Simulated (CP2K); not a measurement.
TaN in CP2K: the effect of functional

The system is TaN.

```
Ta N
1.0
     3.12728    0.00000    0.00000
     1.56364    2.70831    0.00000
     1.56364    0.90277    2.55342
Ta N
1 1
Direct
  0.50000 0.50000 0.50000
  0.00000 0.00000 0.00000
```

The cell comes from a database or a generator and needn't be the stable form of this composition.

Alike in all runs:

* Program: CP2K 2026.2
* Task: single point
* Potentials or basis: POTENTIAL_UZH Ta GTH-PBE-q13, N GTH-PBE-q5; TZVP-MOLOPT-PBE-GTH basis
* Density cutoff: 9184 eV
* k mesh: 10 × 10 × 10
* Occupations: fermi-dirac, width 0.05 eV
* Spin: no spin polarisation

Question: One run gave: pressure -9.5 GPa. Which functional did it use?
A. PBEsol
B. AM05
C. BLYP
D. BEEF-vdW
E. SCAN

Answer: E.

```tsv
functional	pressure (GPa)
LDA	-16.6
PBEsol	-13.2
BLYP	5.8
BEEF-vdW	-5.4
AM05	-14.5
SCAN	-9.5
```

Caveats: the potentials were made for another functional, which shifts forces and pressure; the basis of atomic orbitals isn't converged, which shifts pressures, moduli and gaps.

Runs at the PBE level aren't shown here.
